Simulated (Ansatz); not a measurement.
# TiAl: a sublattice moved along a line

Level of theory: Ansatz 0.2.0, DFT PBEsol, scalar-relativistic, plane waves, PAW. The runs took a 420 eV cutoff, a Γ-centred 16×16×12 mesh and Gaussian smearing (0.15 eV). No spin polarisation. Energies are free energies at this smearing, counted from the undisturbed cell; pressure is positive in compression.

Zero of the scan (as given, not relaxed at this level; it stands at -3.9 GPa, and it needn't be the usual structure):

```
Ti Al
1.0
     2.83730    0.00000    0.00000
     0.00000    2.83730    0.00000
     0.00000    0.00000    4.05910
Ti Al
1 1
Direct
  0.00000 0.00000 0.00000
  0.50000 0.50000 0.50000
```

Every Ti atom is moved by x along the Cartesian unit vector (-1.000, 0.000, 0.000); the cell and all other atoms stay fixed. The cell is metallic on the mesh throughout.

**Question.** Over the sampled range (-0.3000 to 0.2625), is the undisturbed cell the lowest point?

**Answer.** Yes, every other sampled point lies higher.

The scan:

| x (Å) | ΔE (meV/cell) |
| --- | --- |
| -0.3000 | 187.6 |
| -0.1500 | 47.8 |
| 0.0000 | 0.0 |
| 0.0375 | 3.0 |
| 0.0750 | 12.0 |
| 0.1125 | 26.9 |
| 0.1875 | 74.4 |
| 0.2250 | 106.7 |
| 0.2625 | 144.5 |